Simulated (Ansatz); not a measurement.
## Kick test of a cell of C

The cell was found from a structure generator's guess, not taken from experiment.

These are results of Ansatz, DFT PBE, scalar-relativistic, plane waves, PAW, not measurements. Plane waves to 420 eV, a k mesh through Γ of 6×6×6 on the computed 8-atom cell and Gaussian smearing (0.02 eV); no spin polarisation.

The cell below (8 atoms, space group I4_1/amd (No. 141)) is relaxed within its symmetry.

```
C
1.0
    -2.46831    2.46831    2.48774
     2.46831   -2.46831    2.48774
     2.46831    2.46831   -2.48774
C
8
Cartesian
  0.7953 1.6731 1.2439
  0.7953 0.7953 0.0000
  1.6731 1.6731 2.4877
  -0.7953 3.2636 1.2439
  1.6731 -1.6731 2.4877
  -0.7953 1.6731 1.2439
  0.7953 3.2636 1.2439
  -1.6731 1.6731 2.4877
```

For the test it was strained at random (σ = 1.5 % a component), the atoms were moved at random (σ = 0.15 Å), and all was relaxed again on a coarse 4×4×4 mesh (in the run’s order of axes) with 0.10 eV smearing, with no symmetry imposed.

Q: Is the structure stable against such a distortion?

A: It returns, within 1 meV/atom of the unmoved cell on that mesh and with the same symmetry when read at 0.1 Å. No instability shows in this cell; modes of other wave vectors, which need another repeat, aren't tested. Another cell of C relaxed alike, in I4/mmm, lies 0.35 eV/atom lower, so this cell isn't the stable form at this level.
